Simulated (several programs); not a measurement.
**Si (Fd-3m) from semi-empirical methods to plane-wave DFT**

Measured values to be reproduced:
- band gap: 1.11 eV (indirect band gap at room temperature, quoted from a textbook; 300 K; “Enhancement of Coherent Phonon Amplitude in Phase-change Materials by Near-infrared Laser Irradiation”; Cited literature value at room temperature, quoted in passing; not measured on this substrate; 2017; arxiv:1709.02567)
- volume: 20.02 Å³ an atom (from the lattice constants; cubic lattice constant, previously observed value; 300 K; “Combined Raman spectroscopy and electrical transport measurements in ultra-high vacuum down to 3.7 K”; literature value from thermal expansion data, not measured on this wafer; 2024; arxiv:2410.03271)

Si (Fd-3m) from a database structure, relaxed with r2SCAN in Ansatz, was computed with several methods. The symmetry is Fd-3m (No. 227, cubic); a = 5.444 Å in the conventional setting, 20.17 Å³ an atom. Si is surrounded by 4 Si at 2.36 Å. Calculated for a static, non-magnetic cell.

Space group Fd-3m:1 (No. 227). a = 5.444 Å, b = 5.444 Å, c = 5.444 Å, α = 90.00°, β = 90.00°, γ = 90.00°
```tsv
atom	site	symmetry	x	y	z
Si	8b	-43m	0.2500	0.7500	0.2500
```

Gaps and times are for a single point on this cell; volume and bulk modulus come from each method's own relaxation or energy curve at fixed shape. Times are rough, from shared hosts (Arm Neoverse N1; Arm Neoverse V2; Intel Xeon 6975P-C), and each method has its own mesh and cell size. A star marks a curve whose lowest point is an end point. PM6 (MOPAC), PM7 (MOPAC), GFN1-xTB (tblite), GFN2-xTB (tblite) treat a cluster of cells at its zone centre, which samples few k points: where these miss a band edge, the gap comes out too large for that reason alone. Gaps from k meshes are read at a limited set of points (mesh, symmetry points, PBE's band edges), so each method's own least gap may be somewhat smaller. Force fields have no electrons; where one was fitted to this phase, its volume and modulus reflect the fit. xTB and the PM methods were fitted mostly to molecules, and can miss a solid's gap by electronvolts. Minimal bases can be far off for gaps. Times of the plane-wave ladder aren't listed, since it ran on unlike processors and cards. GLLB-SC's gap includes the derivative discontinuity. G0W0 is at finite bands, cutoff and mesh. d marks a direct gap, i an indirect one (no mark: not told apart), a dash a value that wasn't computed or didn't pass its checks.

```tsv
method	kind	gap (eV)	own volume (Å³/atom)	bulk modulus (GPa)	atoms computed	processor time
PBEsol	semilocal	–	20.05	–	2	–
Si.sw (LAMMPS)	force field	–	20.02	101	2	0.1 s
Si.tersoff (LAMMPS)	force field	–	20.03	98	2	0.1 s
SiC_Erhart-Albe.tersoff (LAMMPS)	force field	–	20.00	99	2	0.1 s
Si.edip (LAMMPS)	force field	–	20.02	–	2	0.12 s
light PBE (260 eV and a coarse mesh)	light plane-wave	0.56 i	–	–	2	0.36 s
non-self-consistent DFTB (CP2K)	tight binding	2.84 i	–	–	2	0.38 s
PBE	semilocal	0.58 i	20.46	89	2	–
LDA	semilocal	0.48 i	19.71	–	2	–
r2SCAN	semilocal	0.77 i	20.17	97	2	–
PBE/SZV (CP2K)	small basis	2.66 i	21.33	88	2	2.7 s
GFN1-xTB (tblite)	tight binding	0.43	22.20*	86*	cluster	2.8 s
GFN2-xTB (tblite)	tight binding	1.67	19.60	120	cluster	3.5 s
PBE/single zeta (GPAW)	small basis	1.69 i	–	–	2	3.7 s
GLLB-SC (GPAW)	model potential	1.06	–	–	2	4.9 s
PBE/DZVP (CP2K)	small basis	0.64 i	20.43	90	2	6.5 s
G0W0@LDA (140 eV screening cutoff)	many-body	1.01	–	–	2	–
PM7 (MOPAC)	semi-empirical	6.65	18.11*	188*	cluster	11 s
PM6 (MOPAC)	semi-empirical	0.74	–	–	cluster	20 s
G0W0@PBE (300 eV screening cutoff)	many-body	1.11	–	–	2	–
G0W0@r2SCAN (220 eV screening cutoff)	many-body	1.21	–	–	2	–
G0W0@PBE0 (220 eV screening cutoff)	many-body	1.49	–	–	2	–
G0W0@HSE06 (220 eV screening cutoff)	many-body	1.34	–	–	2	–
PBE0	hybrid	1.80 i	–	–	2	–
HSE06	hybrid	1.14 i	20.14	–	2	–
Hartree-Fock	exact exchange	6.38 i	–	–	2	–
DDH-PBE0	hybrid	0.94 i	–	–	2	–
r2SCANh	hybrid	1.20 i	–	–	2	–
```

Against HSE06 (1.14 eV) and with closed or daggered gaps left aside, the nearest gap at the points sampled is that of G0W0@PBE (300 eV screening cutoff) (-0.03 eV) and the farthest that of PM7 (MOPAC) (+5.51 eV). HSE06 is only a yardstick of convenience, and nearness to it can be luck.

Volumes against r2SCAN's: PBEsol -0.6 %, Si.sw (LAMMPS) -0.7 %, Si.tersoff (LAMMPS) -0.7 %, SiC_Erhart-Albe.tersoff (LAMMPS) -0.8 %, Si.edip (LAMMPS) -0.8 %, PBE +1.4 %, LDA -2.3 %, PBE/SZV (CP2K) +5.8 %, GFN2-xTB (tblite) -2.8 %, PBE/DZVP (CP2K) +1.3 %, HSE06 -0.2 %.

Comparison with experiment:
- Band gap, measured 1.11 eV: light PBE (260 eV and a coarse mesh) -0.55 eV, non-self-consistent DFTB (CP2K) +1.73 eV, PBE -0.53 eV, LDA -0.63 eV, r2SCAN -0.34 eV, PBE/SZV (CP2K) +1.55 eV, GFN1-xTB (tblite) -0.68 eV, GFN2-xTB (tblite) +0.56 eV, PBE/single zeta (GPAW) +0.58 eV, GLLB-SC (GPAW) -0.05 eV, PBE/DZVP (CP2K) -0.47 eV, G0W0@LDA (140 eV screening cutoff) -0.10 eV, PM7 (MOPAC) +5.54 eV, PM6 (MOPAC) -0.37 eV, G0W0@PBE (300 eV screening cutoff) 0.00 eV, G0W0@r2SCAN (220 eV screening cutoff) +0.10 eV, G0W0@PBE0 (220 eV screening cutoff) +0.38 eV, G0W0@HSE06 (220 eV screening cutoff) +0.23 eV, PBE0 +0.69 eV, HSE06 +0.03 eV, Hartree-Fock +5.27 eV, DDH-PBE0 -0.17 eV, r2SCANh +0.09 eV.
- Volume, measured 20.02 Å³ an atom: PBEsol +0.1 %, Si.sw (LAMMPS) 0.0 %, Si.tersoff (LAMMPS) 0.0 %, SiC_Erhart-Albe.tersoff (LAMMPS) -0.1 %, Si.edip (LAMMPS) 0.0 %, PBE +2.2 %, LDA -1.6 %, r2SCAN +0.7 %, PBE/SZV (CP2K) +6.5 %, GFN2-xTB (tblite) -2.1 %, PBE/DZVP (CP2K) +2.0 %, HSE06 +0.6 %.
The calculations are for a static lattice; samples hold vibrations, temperature and, in optical gaps, excitons. A measured value is shown where most reports agree with it, and only for the quantities listed.
